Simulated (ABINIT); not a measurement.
# Ti2O (P-3m1) in ABINIT: further runs

The runs below take Ti2O through single point, relaxation of cell and atoms, with LDA, PBEsol.

Everything below comes from runs of ABINIT 10.8.3 (patched build). Logs are shortened: lines on timing, memory, paths and dates and some standing lists are left out, and cuts for length are marked. The log counts tension as positive stress, the text compression.

### Step 1. The crystal as given

It takes space group P-3m1 (No. 164, trigonal). Conventional cell: a = 2.919 Å, b = 2.919 Å, c = 4.713 Å, α = 90.00°, β = 90.00°, γ = 120.00°. Ti (site symmetry 3m) is surrounded by 3 O at 2.14 Å. O (site symmetry -3m) has 6 Ti at 2.14 Å as nearest neighbours.

### Step 2. Single point, LDA

run.abi

```
pp_dirpath "./"
pseudos "Ti.upf, O.upf"

acell 5.5168664482 5.5168664482 8.9062792254
rprim
     1.0000000000     0.0000000000     0.0000000000
    -0.5000000000     0.8660254038     0.0000000000
     0.0000000000     0.0000000000     1.0000000000
ntypat 2
znucl 22 8
natom 3
typat 1 1 2
xred
     0.3333333333     0.6666666667     0.7212600000
     0.6666666667     0.3333333333     0.2787400000
     0.0000000000     0.0000000000     0.0000000000

ecut 35.0

kptopt 1
ngkpt 8 8 4
nshiftk 1
shiftk 0.0 0.0 0.0

ixc 7

nband 19
occopt 3
tsmear 0.00183747

nstep 100
tolvrs 1.0e-10

iomode 3
prtwf 0
prtden 0
prteig 0
prtebands 0
```

Potentials or basis: PseudoDojo NC SR LDA v0.4.1 standard.

Run with:

```sh
abinit run.abi > log 2>&1
```

run.abo:

```text
.Version 10.8.3 of ABINIT
 Symmetries : space group P-3 m 1 (#164); Bravais hP (primitive hexag.)
================================================================================
 Values of the parameters that define the memory need of the present run
     intxc =       0    ionmov =       0      iscf =       7    lmnmax =       6
     lnmax =       6     mgfft =      48  mpssoang =       3    mqgrid =    3001
     natom =       3  nloc_mem =       1    nspden =       1   nspinor =       1
    nsppol =       1      nsym =      12    n1xccc =    2501    ntypat =       2
    occopt =       3   xclevel =       1
       mpw =        2352          nfft =       43200          nkpt =          35
================================================================================
================================================================================

--------------------------------------------------------------------------------
------------- Echo of variables that govern the present computation ------------
--------------------------------------------------------------------------------
 -outvars: echo values of preprocessed input variables --------
            acell      5.5168664482E+00  5.5168664482E+00  8.9062792254E+00 Bohr
              amu      4.78800000E+01  1.59994000E+01
             ecut      3.50000000E+01 Hartree
              ixc           7
         kptrlatt        8    0    0      0    8    0      0    0    4
          kptrlen      3.56251169E+01
            natom           3
            nband          19
            ngfft          30      30      48
             nkpt          35
            nstep         100
             nsym          12
           ntypat           2
           occopt           3
           prtden           0
        prtebands           0
           prteig           0
            prtwf           0
            rprim      1.0000000000E+00  0.0000000000E+00  0.0000000000E+00
                      -5.0000000000E-01  8.6602540380E-01  0.0000000000E+00
                       0.0000000000E+00  0.0000000000E+00  1.0000000000E+00
          spgroup         164
           tolvrs      1.00000000E-10
           tsmear      1.83747000E-03 Hartree
            typat      1  1  2
           xangst      2.4314211503E-17  1.6855163747E+00  3.3992983777E+00
                       1.4596999990E+00  8.4275818737E-01  1.3137016191E+00
                       0.0000000000E+00  0.0000000000E+00  0.0000000000E+00
            xcart      4.5947200707E-17  3.1851643290E+00  6.4237429541E+00
                       2.7584332241E+00  1.5925821645E+00  2.4825362713E+00
                       0.0000000000E+00  0.0000000000E+00  0.0000000000E+00
             xred      3.3333333333E-01  6.6666666667E-01  7.2126000000E-01
                       6.6666666667E-01  3.3333333333E-01  2.7874000000E-01
                       0.0000000000E+00  0.0000000000E+00  0.0000000000E+00
            znucl       22.00000    8.00000
[... 124 lines left out ...]
       0.333333333333      0.666666666667      0.721260000000
       0.666666666667      0.333333333333      0.278740000000
       0.000000000000      0.000000000000      0.000000000000
 rms dE/dt=  1.2085E-01; max dE/dt=  2.5635E-01; dE/dt below (all hartree)
    1       0.000000000000      0.000000000000     -0.256352490039
    2      -0.000000000000     -0.000000000000      0.256352490039
    3       0.000000000000      0.000000000000      0.000000000000

 cartesian coordinates (angstrom) at end:
    1      0.00000000000000     1.68551637474908     3.39929837770866
    2      1.45969999900113     0.84275818737454     1.31370161911448
    3      0.00000000000000     0.00000000000000     0.00000000000000

 cartesian forces (hartree/bohr) at end:
    1     -0.00000000000000    -0.00000000000000     0.02878334302700
    2      0.00000000000000     0.00000000000000    -0.02878334302700
    3      0.00000000000000     0.00000000000000    -0.00000000000000
 frms,max,avg= 1.3568598E-02 2.8783343E-02   0.000E+00  0.000E+00  0.000E+00 h/b

 cartesian forces (eV/Angstrom) at end:
    1     -0.00000000000000    -0.00000000000000     1.48009900833260
    2      0.00000000000000     0.00000000000000    -1.48009900833260
    3      0.00000000000000     0.00000000000000    -0.00000000000000
 frms,max,avg= 6.9772536E-01 1.4800990E+00   0.000E+00  0.000E+00  0.000E+00 e/A
 length scales=  5.516866448200  5.516866448200  8.906279225400 bohr
              =  2.919399998002  2.919399998002  4.712999996823 angstroms
 Fermi (or HOMO) energy (hartree) =   0.42860   Average Vxc (hartree)=  -0.47809
 Eigenvalues (hartree) for nkpt=  35  k points:
 kpt#   1, nband= 19, wtk=  0.00391, kpt=  0.0000  0.0000  0.0000 (reduced coord)
  -1.65111   -1.64409   -0.80825   -0.77885   -0.77885   -0.77458   -0.77409   -0.77409
  -0.33345    0.14729    0.21526    0.21526    0.29428    0.41179    0.44021    0.44299
   0.44299    0.46114    0.46142
      occupation numbers for kpt#   1
   2.00000    2.00000    2.00000    2.00000    2.00000    2.00000    2.00000    2.00000
   2.00000    2.00000    2.00000    2.00000    2.00000    1.99979    0.00358    0.00079
   0.00079    0.00000    0.00000
 prteigrs : prtvol=0 or 1, do not print more k-points.

--- !EnergyTerms
iteration_state     : {dtset: 1, }
comment             : Components of total free energy in Hartree
kinetic             :  5.81911841108457E+01
hartree             :  2.45499829384663E+01
xc                  : -2.15034092460352E+01
Ewald energy        : -1.04675124325212E+02
psp_core            :  4.59582493227394E+00
local_psp           : -9.44980912248418E+01
non_local_psp       : -1.99292768328958E+00
internal            : -1.35332560497793E+02
'-kT*entropy'       : -3.32278530738323E-04
total_energy        : -1.35332892776323E+02
total_energy_eV     : -3.68259561712247E+03
band_energy         : -1.33863105928962E+01
...

 Cartesian components of stress tensor (hartree/bohr^3)
  sigma(1 1)=  1.60399294E-04  sigma(3 2)=  0.00000000E+00
  sigma(2 2)=  1.60399294E-04  sigma(3 1)=  0.00000000E+00
  sigma(3 3)=  3.59188446E-05  sigma(2 1)=  0.00000000E+00

-Cartesian components of stress tensor (GPa)         [Pressure= -3.4983E+00 GPa]
- sigma(1 1)=  4.71911016E+00  sigma(3 2)=  0.00000000E+00
- sigma(2 2)=  4.71911014E+00  sigma(3 1)=  0.00000000E+00
- sigma(3 3)=  1.05676889E+00  sigma(2 1)=  0.00000000E+00

== END DATASET(S) ==============================================================
================================================================================

 -outvars: echo values of variables after computation  --------
            acell      5.5168664482E+00  5.5168664482E+00  8.9062792254E+00 Bohr
           etotal     -1.3533289278E+02
            fcart     -1.1388419337E-28 -3.4754136841E-28  2.8783343027E-02
                       8.1345852410E-29  2.1603922901E-28 -2.8783343027E-02
                       3.2538340964E-29  1.3150213940E-28 -0.0000000000E+00
            rprim      1.0000000000E+00  0.0000000000E+00  0.0000000000E+00
                      -5.0000000000E-01  8.6602540380E-01  0.0000000000E+00
                       0.0000000000E+00  0.0000000000E+00  1.0000000000E+00
           strten      1.6039929422E-04  1.6039929351E-04  3.5918844639E-05
                       0.0000000000E+00  0.0000000000E+00  0.0000000000E+00
           xangst      2.4314211503E-17  1.6855163747E+00  3.3992983777E+00
                       1.4596999990E+00  8.4275818737E-01  1.3137016191E+00
                       0.0000000000E+00  0.0000000000E+00  0.0000000000E+00
             xred      3.3333333333E-01  6.6666666667E-01  7.2126000000E-01
                       6.6666666667E-01  3.3333333333E-01  2.7874000000E-01
                       0.0000000000E+00  0.0000000000E+00  0.0000000000E+00
 Calculation completed.
```

It took 93 s on 1 thread of Intel Xeon Platinum 8375C at 2.90GHz (Ice Lake), shared host; peak memory 0.08 GiB.

Results:

```yaml
Free_energy: -3682.5956 eV
Largest_force: 1.480 eV/Å
Band_gap_on_the_k_mesh: none (metal or under the smearing width)
Valence_electrons_inside_the_program's_atomic_spheres: Ti 9.57; O 6.31
```

Forces in eV/Å, atoms in the order of the input:
```
Ti   0.000  0.000  1.480
Ti   0.000  0.000 -1.480
O    0.000  0.000  0.000
```

Levels at points of the mesh, in eV from the Fermi level:
| k point | band 12 | band 13 | band 14 | band 15 | band 16 | band 17 | band 18 | band 19 |
| --- | --- | --- | --- | --- | --- | --- | --- | --- |
| (0.00, 0.00, 0.00) | -5.81 | -3.65 | -0.46 | 0.32 | 0.39 | 0.39 | 0.89 | 0.89 |
| (0.50, 0.00, 0.00) | -6.34 | -2.88 | -1.39 | -0.47 | 1.20 | 1.63 | 2.97 | 3.05 |
| (0.00, 0.00, 0.50) | -5.90 | -2.05 | -1.56 | 0.03 | 0.03 | 1.39 | 1.93 | 1.95 |
| (0.50, 0.00, 0.50) | -6.24 | -1.63 | -1.42 | -0.65 | -0.46 | 0.76 | 3.03 | 3.18 |

Caveat: the cutoff is too short for stress, so the log's stress isn't used; semilocal functionals often make such compounds metallic where correlation or magnetic order opens a gap, which also shifts bond lengths; forces of over 1 eV/Å show positions far from the minimum, so gaps and moduli don't describe the material at rest.

### Step 3. Relaxation of cell and atoms, PBEsol

run.abi

```
pp_dirpath "./"
pseudos "Ti.upf, O.upf"

acell 2.9194 2.9194 4.713 Angstrom
rprim
     1.0000000000     0.0000000000     0.0000000000
    -0.5000000000     0.8660254038     0.0000000000
     0.0000000000     0.0000000000     1.0000000000
ntypat 2
znucl 22 8
natom 3
typat 1 1 2
chkprim 0
chksymtnons 0
tolsym 1.0e-6
xred
            1/3            2/3   0.7212600000
            2/3            1/3   0.2787400000
            0.0            0.0            0.0

ecut 46.0
ecutsm 0.5

kptopt 1
ngkpt 8 8 4
nshiftk 1
shiftk 0.0 0.0 0.0

ixc -116133

nband 19
occopt 3
tsmear 0.00183747

nstep 80
tolvrs 1.0e-12

iomode 3
prteig 0
prtebands 0
prtwf 0
prtden 0

ionmov 2
optcell 2
ntime 50
tolmxf 2.0e-5
dilatmx 1.08
```

Potentials or basis: PseudoDojo NC SR PBEsol v0.4 stringent.

Run with:

```sh
mpirun --bind-to none -np 4 abinit run.abi > log 2>&1
```

It took 6.9 min on 4 MPI ranks of Arm Neoverse V2, shared host; peak memory 0.36 GiB.

The run converged. Its results:

* Free energy: -3679.8921 eV
* Relaxed volume: 11.89 Å³/atom
* Relaxed cell: a = 2.955 Å, b = 2.955 Å, c = 4.715 Å, α = 90.00°, β = 90.00°, γ = 120.00°
* Space group after relaxing (to 0.05 Å): P-3m1 (No. 164)
* Energy gained by relaxing: 36.0 meV/atom
* Ionic steps: 10
* Pressure after relaxing: 0.0 GPa
* Band gap on the k mesh: none (metal or under the smearing width)

The path:
```csv
step,energy change (eV),largest force (eV/Å),pressure (GPa),volume (Å³)
1,0.0000,1.3593,4.44,34.79
2,-0.0441,1.0292,1.51,35.26
3,-0.0904,0.3867,-1.60,35.85
4,-0.0997,0.1355,-1.32,35.85
5,-0.1051,0.0319,-0.32,35.72
6,-0.1071,0.0622,0.27,35.63
7,-0.1078,0.0283,0.31,35.62
8,-0.1079,0.0029,0.12,35.65
9,-0.1079,0.0012,0.02,35.66
10,-0.1079,0.0004,0.00,35.67
```

Final structure:
```cif
data_structure
_symmetry_space_group_name_H-M 'P 1'
_symmetry_Int_Tables_number 1
_cell_length_a 2.9553
_cell_length_b 2.9553
_cell_length_c 4.7153
_cell_angle_alpha 90.000
_cell_angle_beta 90.000
_cell_angle_gamma 120.000
_cell_volume 35.67
loop_
_atom_site_label
_atom_site_type_symbol
_atom_site_fract_x
_atom_site_fract_y
_atom_site_fract_z
_atom_site_occupancy
Ti1 Ti 0.33333 0.66667 0.73744 1
Ti2 Ti 0.66667 0.33333 0.26256 1
O1 O 0.00000 0.00000 0.00000 1
```

Caveat: semilocal functionals often make such compounds metallic where correlation or magnetic order opens a gap, which also shifts bond lengths.

### Step 4. Single point, PBEsol (cell relaxed)

run.abi

```
# Pseudopotentials
pp_dirpath "./"
pseudos "Ti.upf, O.upf"

# Structure
acell 3*1.0 Angstrom
rprim
     2.9553134400     0.0000000000     0.0000000000
    -1.4776567200     2.5593765200     0.0000000000
     0.0000000000     0.0000000000     4.7153344000
ntypat 2
znucl 22 8
natom 3
typat 1 1 2
xred
     0.3333333300     0.6666666700     0.7374394900
     0.6666666700     0.3333333300     0.2625605100
     0.0000000000     0.0000000000     0.0000000000
chkprim 0
chksymtnons 0
tolsym 1.0e-6

# Plane-wave basis
ecut 46.0

# k points
kptopt 1
ngkpt 8 8 4
nshiftk 1
shiftk 0.0 0.0 0.0

# Exchange and correlation
ixc -116133

# Bands and occupations
nband 19
occopt 3
tsmear 0.05 eV

# SCF cycle
nstep 100
tolvrs 1.0e-10

# Output
iomode 3
prtwf 0
prtden 0
prteig 0
prtebands 0
enunit 1
```

Run with:

```sh
mpirun --bind-to none -np 4 abinit run.abi > log 2>&1
```

Run time: 53 s. Hardware: 4 MPI ranks of Arm Neoverse V2, shared host; peak memory 0.32 GiB.

It converged, with:

```yaml
Free_energy: -3679.8921 eV
Pressure: 0.0 GPa
Band_gap_on_the_k_mesh: none (metal or under the smearing width)
Valence_electrons_inside_the_program's_atomic_spheres: Ti 9.55; O 6.34
```

Levels at points of the mesh, in eV from the Fermi level:
| k point | band 12 | band 13 | band 14 | band 15 | band 16 | band 17 | band 18 | band 19 |
| --- | --- | --- | --- | --- | --- | --- | --- | --- |
| (0.00, 0.00, 0.00) | -6.41 | -3.68 | -0.04 | 0.18 | 0.55 | 0.55 | 1.01 | 1.04 |
| (0.50, 0.00, 0.00) | -6.81 | -2.72 | -1.33 | -0.54 | 1.31 | 1.75 | 2.90 | 2.93 |
| (0.00, 0.00, 0.50) | -6.48 | -1.79 | -1.58 | 0.05 | 0.05 | 1.28 | 2.04 | 2.07 |
| (0.50, 0.00, 0.50) | -6.73 | -1.72 | -1.26 | -0.63 | -0.17 | 1.07 | 2.66 | 2.87 |

Caveat: semilocal functionals often make such compounds metallic where correlation or magnetic order opens a gap, which also shifts bond lengths.

### Step 5. Summary

```tsv
task	level	potentials or basis	cell	cutoff (eV)	cell freedom (optcell)	optimiser (ionmov)	cutoff smearing ecutsm (Ha)	force stop (Ha/bohr)	gap on the mesh (eV)	pressure (GPa)
single point	LDA	PseudoDojo NC SR LDA v0.4.1 standard	as given	952	-	-	-	-	none	-
relaxation of cell and atoms	PBEsol	PseudoDojo NC SR PBEsol v0.4 stringent	relaxed	1252	2	2	0.5	2e-05	none	0.0
single point	PBEsol	PseudoDojo NC SR PBEsol v0.4 stringent	cell relaxed	1252	-	-	-	-	none	0.0
```

Alike in all rows: no spin polarisation; k mesh 8 × 8 × 4; smearing fermi-dirac 0.05 eV.

Caveats: semilocal functionals often make such compounds metallic where correlation or magnetic order opens a gap, which also shifts bond lengths; forces of over 1 eV/Å show positions far from the minimum, so gaps and moduli don't describe the material at rest (some runs).

Total energies depend on the potentials used, so only differences within one code and one set of settings carry meaning.
